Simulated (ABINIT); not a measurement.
# ZrB2 (P6/mmm) in ABINIT: a series of runs

The runs below take ZrB2 through single point, with PBE, LDA.

Everything below comes from runs of ABINIT 10.8.3 (patched build). Logs are shortened: lines on timing, memory, paths and dates and some standing lists are left out, and cuts for length are marked. The log counts tension as positive stress, the text compression.

### Step 1. The structure

Symmetry: P6/mmm, No. 191, hexagonal system. The conventional cell has a = 3.170 Å, b = 3.170 Å, c = 3.533 Å, α = 90.00°, β = 90.00°, γ = 120.00°. Zr (site symmetry 6/mmm) is surrounded by 12 B at 2.54 Å. B (site symmetry -6m2) is surrounded by 3 B at 1.83 Å.

### Step 2. Single point, PBE

File run.abi:

```
# Pseudopotentials
pp_dirpath "./"
pseudos "Zr.GGA_PBE-JTH.xml, B.GGA_PBE-JTH.xml"

# Structure
acell 3*1.0 Angstrom
rprim
     3.1700000000     0.0000000000     0.0000000000
    -1.5850000000     2.7453005300     0.0000000000
     0.0000000000     0.0000000000     3.5330000000
ntypat 2
znucl 40 5
natom 3
typat 1 2 2
xcart
     0.0000000000     0.0000000000     0.0000000000
     1.5850000002     0.9151001766     1.7665000000
    -0.0000000002     1.8302003534     1.7665000000 Angstrom

# Plane-wave basis
ecut 20.0
pawecutdg 40.0
pawxcdev 0

# k points
kptopt 1
ngkpt 10 10 8
nshiftk 1
shiftk 0.0 0.0 0.0

# Exchange and correlation
ixc 11

# Bands and occupations
nband 13
occopt 3
tsmear 0.05 eV

# SCF cycle
nstep 100
tolvrs 1.0e-9

# Output
iomode 3
prtwf 0
prtden 0
prteig 0
prtebands 0
enunit 2
```

Potentials or basis: JTH PAW PBE v2.0.

Run with:

```
> abinit run.abi > log 2>&1
```

run.abo:

```text
.Version 10.8.3 of ABINIT
 Symmetries : space group P6/m m m (#191); Bravais hP (primitive hexag.)
================================================================================
 Values of the parameters that define the memory need of the present run
     intxc =       0    ionmov =       0      iscf =      17    lmnmax =      18
     lnmax =       6     mgfft =      30  mpssoang =       3    mqgrid =    3001
     natom =       3  nloc_mem =       2    nspden =       1   nspinor =       1
    nsppol =       1      nsym =      24    n1xccc =       1    ntypat =       2
    occopt =       3   xclevel =       2
       mpw =         908          nfft =       21870          nkpt =          70
 PAW method is used; the additional fine FFT grid is defined by:
   mgfftf=        40    nfftf =     51840
================================================================================
================================================================================

--------------------------------------------------------------------------------
------------- Echo of variables that govern the present computation ------------
--------------------------------------------------------------------------------
 -outvars: echo values of preprocessed input variables --------
            acell      1.8897261259E+00  1.8897261259E+00  1.8897261259E+00 Bohr
              amu      9.12240000E+01  1.08110000E+01
             ecut      2.00000000E+01 Hartree
           enunit           2
                       outvar_i_n : Printing only first  50 k-points.
              ixc          11
                       outvar_i_n : Printing only first  50 k-points.
         kptrlatt       10    0    0      0   10    0      0    0    8
          kptrlen      5.34112192E+01
            natom           3
            nband          13
            ngfft          27      27      30
          ngfftdg          36      36      40
             nkpt          70
            nstep         100
             nsym          24
           ntypat           2
                       prtocc : prtvol=0, do not print more k-points.
           occopt           3
        pawecutdg      4.00000000E+01 Hartree
         pawxcdev           0
           prtden           0
        prtebands           0
           prteig           0
            prtwf           0
            rprim      3.1700000000E+00  0.0000000000E+00  0.0000000000E+00
                      -1.5850000000E+00  2.7453005300E+00  0.0000000000E+00
                       0.0000000000E+00  0.0000000000E+00  3.5330000000E+00
          spgroup         191
           tolvrs      1.00000000E-09
           tsmear      1.83746611E-03 Hartree
            typat      1  2  2
           useylm           1
                       outvars : Printing only first  50 k-points.
           xangst      0.0000000000E+00  0.0000000000E+00  0.0000000000E+00
                       1.5850000000E+00  9.1510017667E-01  1.7665000000E+00
                      -5.8656783134E-17  1.8302003533E+00  1.7665000000E+00
            xcart      0.0000000000E+00  0.0000000000E+00  0.0000000000E+00
                       2.9952159096E+00  1.7292887117E+00  3.3382012014E+00
                      -1.1084525555E-16  3.4585774233E+00  3.3382012014E+00
             xred      0.0000000000E+00  0.0000000000E+00  0.0000000000E+00
                       6.6666666667E-01  3.3333333333E-01  5.0000000000E-01
                       3.3333333333E-01  6.6666666667E-01  5.0000000000E-01
            znucl       40.00000    5.00000

================================================================================

 chkinp: Checking input parameters for consistency.

================================================================================
== DATASET  1 ==================================================================

--- !DatasetInfo
iteration_state: {dtset: 1, }
dimensions: {natom: 3, nkpt: 70, mband: 13, nsppol: 1, nspinor: 1, nspden: 1, mpw: 908, }
cutoff_energies: {ecut:  20.0, pawecutdg:  40.0, }
electrons: {nelect:   1.80000000E+01, charge:   0.00000000E+00, occopt:   3.00000000E+00, tsmear:   1.83746611E-03, }
meta: {optdriver: 0, ionmov: 0, optcell: 0, iscf: 17, paral_kgb: 0, }
...

 Exchange-correlation functional for the present dataset will be:
  GGA: Perdew-Burke-Ernzerhof functional - ixc=11
  J.P.Perdew, K.Burke, M.Ernzerhof, PRL 77, 3865 (1996)

 Real(R)+Recip(G) space primitive vectors, cartesian coordinates (Bohr,Bohr^-1):
 R(1)=  5.9904318  0.0000000  0.0000000  G(1)=  0.1669329  0.0963787  0.0000000
 R(2)= -2.9952159  5.1878661  0.0000000  G(2)=  0.0000000  0.1927575  0.0000000
 R(3)=  0.0000000  0.0000000  6.6764024  G(3)=  0.0000000  0.0000000  0.1497813
 Unit cell volume ucvol=  2.0748629E+02 bohr^3
 Angles (23,13,12)=  9.00000000E+01  9.00000000E+01  1.20000000E+02 degrees

 Coarse grid specifications (used for wave-functions):
[... 72 lines left out ...]
- [  0.00000000E+00,  -4.04804183E-06,   0.00000000E+00, ]
- [  0.00000000E+00,   0.00000000E+00,  -4.12197965E-05, ]
pressure_GPa:   4.8364E-01
xred      :
- [  0.0000E+00,   0.0000E+00,   0.0000E+00, Zr]
- [  6.6667E-01,   3.3333E-01,   5.0000E-01,  B]
- [  3.3333E-01,   6.6667E-01,   5.0000E-01,  B]
cartesian_forces: # hartree/bohr
- [  9.36439595E-31,   5.40653652E-31,  -0.00000000E+00, ]
- [ -4.68219798E-31,  -5.13620970E-30,  -0.00000000E+00, ]
- [ -4.68219798E-31,   4.59555605E-30,  -0.00000000E+00, ]
force_length_stats: {min:   1.08130730E-30, max:   5.15750713E-30, mean:   3.61938709E-30, }
...

 Integrated electronic density in atomic spheres:
 ------------------------------------------------
 Atom  Sphere_radius  Integrated_density
    1        2.22030          9.12512433
    2        1.70617          1.81793160
    3        1.70617          1.81793160

================================================================================

 ----iterations are completed or convergence reached----

 Mean square residual over all n,k,spin=   79.558E-08; max=  20.704E-05
 reduced coordinates (array xred) for    3 atoms
       0.000000000000      0.000000000000      0.000000000000
       0.666666666667      0.333333333333      0.500000000000
       0.333333333333      0.666666666667      0.500000000000
 rms dE/dt=  1.2544E-29; max dE/dt=  2.5244E-29; dE/dt below (all hartree)
    1       0.000000000000      0.000000000000      0.000000000000
    2       0.000000000000      0.000000000000      0.000000000000
    3       0.000000000000     -0.000000000000      0.000000000000

 cartesian coordinates (angstrom) at end:
    1      0.00000000000000     0.00000000000000     0.00000000000000
    2      1.58500000000000     0.91510017666667     1.76650000000000
    3     -0.00000000000000     1.83020035333333     1.76650000000000

 cartesian forces (hartree/bohr) at end:
    1      0.00000000000000     0.00000000000000    -0.00000000000000
    2     -0.00000000000000    -0.00000000000000    -0.00000000000000
    3     -0.00000000000000     0.00000000000000    -0.00000000000000
 frms,max,avg= 2.3358908E-30 5.1362097E-30   0.000E+00  0.000E+00  0.000E+00 h/b

 cartesian forces (eV/Angstrom) at end:
    1      0.00000000000000     0.00000000000000    -0.00000000000000
    2     -0.00000000000000    -0.00000000000000    -0.00000000000000
    3     -0.00000000000000     0.00000000000000    -0.00000000000000
 frms,max,avg= 1.2011633E-28 2.6411452E-28   0.000E+00  0.000E+00  0.000E+00 e/A
 length scales=  1.889726125908  1.889726125908  1.889726125908 bohr
              =  1.000000000000  1.000000000000  1.000000000000 angstroms
 Fermi (or HOMO) energy (hartree) =   0.45719   Average Vxc (hartree)=  -0.45811
 Eigenvalues (hartree) for nkpt=  70  k points:
 kpt#   1, nband= 13, wtk=  0.00125, kpt=  0.0000  0.0000  0.0000 (reduced coord)
  -1.32745   -0.52558   -0.50549   -0.50549   -0.00758    0.36376    0.36376    0.36546
   0.37389    0.58526    0.58526    0.61376    0.61377
      occupation numbers for kpt#   1
   2.00000    2.00000    2.00000    2.00000    2.00000    2.00000    2.00000    2.00000
   2.00000    0.00000    0.00000    0.00000    0.00000
 prteigrs : prtvol=0 or 1, do not print more k-points.

 Fermi (or HOMO) energy (eV) =  12.44079   Average Vxc (eV)= -12.46573
 Eigenvalues (   eV  ) for nkpt=  70  k points:
 kpt#   1, nband= 13, wtk=  0.00125, kpt=  0.0000  0.0000  0.0000 (reduced coord)
 -36.12187  -14.30172  -13.75511  -13.75511   -0.20615    9.89836    9.89836    9.94457
  10.17402   15.92576   15.92576   16.70130   16.70150
 prteigrs : prtvol=0 or 1, do not print more k-points.

--- !EnergyTerms
iteration_state     : {dtset: 1, }
comment             : Components of total free energy in Hartree
kinetic             :  1.57252565435676E+01
hartree             :  6.87339861878578E+00
xc                  : -9.12318753413655E+00
Ewald energy        : -4.82953939517116E+01
psp_core            :  2.08117475966509E+00
local_psp           : -3.20680180851868E+01
PAW spherical_terms :  1.14607113522349E+01
internal            : -5.33460582967816E+01
'-kT*entropy'       : -1.04204215815740E-04
total_energy        : -5.33461625009975E+01
total_energy_eV     : -1.45162303255551E+03
...

--- !EnergyTermsDC
iteration_state     : {dtset: 1, }
comment             : '"Double-counting" decomposition of free energy'
band_energy         : -3.09506332534981E+00
Ewald energy        : -4.82953939517116E+01
psp_core            :  2.08117475966509E+00
xc_dc               : -5.36852108274390E+00
PAW spherical_terms :  1.33174102462426E+00
internal            : -5.33460625755160E+01
'-kT*entropy'       : -1.04204215815740E-04
total_energy_dc     : -5.33461667797318E+01
total_energy_dc_eV  : -1.45162314898580E+03
...

--- !EnergyTermsWithPAWCore
iteration_state     : {dtset: 1, }
comment             : 'Components of total free energy, including PAW core contributions'
Total energy        : -3.64861025235565E+03
Total energy DC     : -3.64861025663438E+03
Total energy (eV)   : -9.92837428378957E+04
Total energy DC (eV): -9.92837429543260E+04
...

 Cartesian components of stress tensor (hartree/bohr^3)
  sigma(1 1)= -4.04804180E-06  sigma(3 2)=  0.00000000E+00
  sigma(2 2)= -4.04804183E-06  sigma(3 1)=  0.00000000E+00
  sigma(3 3)= -4.12197965E-05  sigma(2 1)=  0.00000000E+00

-Cartesian components of stress tensor (GPa)         [Pressure=  4.8364E-01 GPa]
- sigma(1 1)= -1.19097502E-01  sigma(3 2)=  0.00000000E+00
- sigma(2 2)= -1.19097502E-01  sigma(3 1)=  0.00000000E+00
- sigma(3 3)= -1.21272828E+00  sigma(2 1)=  0.00000000E+00

== END DATASET(S) ==============================================================
================================================================================

 -outvars: echo values of variables after computation  --------
            acell      1.8897261259E+00  1.8897261259E+00  1.8897261259E+00 Bohr
           etotal     -5.3346166780E+01
            fcart      9.3643959528E-31  5.4065365241E-31 -0.0000000000E+00
                      -4.6821979764E-31 -5.1362096979E-30 -0.0000000000E+00
                      -4.6821979764E-31  4.5955560455E-30 -0.0000000000E+00
            rprim      3.1700000000E+00  0.0000000000E+00  0.0000000000E+00
                      -1.5850000000E+00  2.7453005300E+00  0.0000000000E+00
                       0.0000000000E+00  0.0000000000E+00  3.5330000000E+00
           strten     -4.0480418042E-06 -4.0480418286E-06 -4.1219796463E-05
                       0.0000000000E+00  0.0000000000E+00  0.0000000000E+00
           xangst      0.0000000000E+00  0.0000000000E+00  0.0000000000E+00
                       1.5850000000E+00  9.1510017667E-01  1.7665000000E+00
                      -5.8656783134E-17  1.8302003533E+00  1.7665000000E+00
             xred      0.0000000000E+00  0.0000000000E+00  0.0000000000E+00
                       6.6666666667E-01  3.3333333333E-01  5.0000000000E-01
                       3.3333333333E-01  6.6666666667E-01  5.0000000000E-01
 Calculation completed.
```

Wall time 27 s (1 thread of Arm Neoverse V1, shared host); peak memory 0.12 GiB.

Results:

- Free energy: -1451.6231 eV
- Pressure: 0.5 GPa
- Band gap on the k mesh: none (metal or under the smearing width)
- Valence electrons inside the program's atomic spheres: Zr 9.13; B 1.82

### Step 3. Single point, LDA

Changes to run.abi since step 2:

```diff
@@ -22,3 +22,2 @@
 pawecutdg 40.0
-pawxcdev 0
 
@@ -31,3 +30,3 @@
 # Exchange and correlation
-ixc 11
+ixc 7
```

Potentials or basis: JTH PAW PBE v2.0.

Run with:

```
> abinit run.abi > log 2>&1
```

Run time: 24 s. Hardware: 1 thread of Arm Neoverse V1, shared host; peak memory 0.1 GiB.

It converged, with:

```
Free energy                                           : -1456.5885 eV
Pressure                                              : -8.7 GPa
Band gap on the k mesh                                : none (metal or under the smearing width)
Valence electrons inside the program's atomic spheres : Zr 9.14; B 1.82
```

Stress tensor (GPa, compression positive):
```
-8.99  0.00  0.00
 0.00 -8.99  0.00
 0.00  0.00 -8.19
```

Levels at points of the mesh, in eV from the Fermi level:
| k point | band 7 | band 8 | band 9 | band 10 | band 11 | band 12 |
| --- | --- | --- | --- | --- | --- | --- |
| (0.00, 0.00, 0.00) | -2.53 | -2.50 | -2.21 | 3.47 | 3.47 | 4.24 |
| (0.50, 0.00, 0.00) | -3.79 | -2.94 | -2.58 | 2.34 | 2.39 | 5.01 |
| (0.00, 0.00, 0.50) | -0.86 | -0.86 | 0.42 | 0.42 | 0.85 | 0.85 |
| (0.50, 0.00, 0.50) | -4.50 | -4.03 | -1.86 | 3.80 | 4.29 | 5.38 |

Caveat: the PAW data sets were made with another functional, which shifts forces and pressure a little.
